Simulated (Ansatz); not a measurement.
Reaction (substitution at a C–Mg bond): `C[CH2][Mg][O]C` + `CCC(=O)O` → `CCOC(=O)CC` + `C[O][MgH]`

Isolated molecules relaxed with PBE0-D4/def2-TZVP in Ansatz; ΔE leaves out vibrations. CCSD(T)/CBS is the MP2 limit (def2-TZVPP, def2-QZVPP) plus CCSD(T) − MP2 in def2-TZVPP, frozen cores. Functionals use def2-TZVPP. B3LYP here is the variant with VWN-RPA as its local correlation; programs differ in this. For Mg outer-core shells are correlated without core-valence functions, which leaves a few kJ/mol of doubt a bond. Each species was taken in one conformer, which may not be the lowest.

(1) Is it downhill or uphill in electronic energy at CCSD(T)/CBS, and by how much? (Best estimate.)

(2) What do these levels give: PBE-D4, ωB97X-V, ωB97M-V, B2PLYP, r2SCAN, B3LYP, MP2/def2-TZVPP, SCS-MP2/def2-TZVPP, HF/def2-QZVPP, MP2/def2-QZVPP, HF/CBS(def2), MP2/CBS(def2)? (An estimate is asked.)

Largest T1 diagnostic among the species: 0.014.

Results:

(1) Ansatz gave: Uphill: ΔE = +42.1 kJ/mol.

(2) Ansatz gave: PBE-D4 38.6, ωB97X-V 27.0, ωB97M-V 33.6, B2PLYP 38.8, r2SCAN 34.9, B3LYP 39.0, MP2/def2-TZVPP 43.6, SCS-MP2/def2-TZVPP 38.0, HF/def2-QZVPP 20.5, MP2/def2-QZVPP 46.9, HF/CBS(def2) 20.4, MP2/CBS(def2) 49.8 kJ/mol.

From PBE to PBE0 (25 % exact exchange), in def2-TZVPP and without D4, ΔE moves by −3.1 kJ/mol. In def2-TZVPP, CCSD(T) changes the Hartree–Fock value by +14.7 kJ/mol (the triples alone add +0.1 kJ/mol) and MP2 by +22.4 kJ/mol.
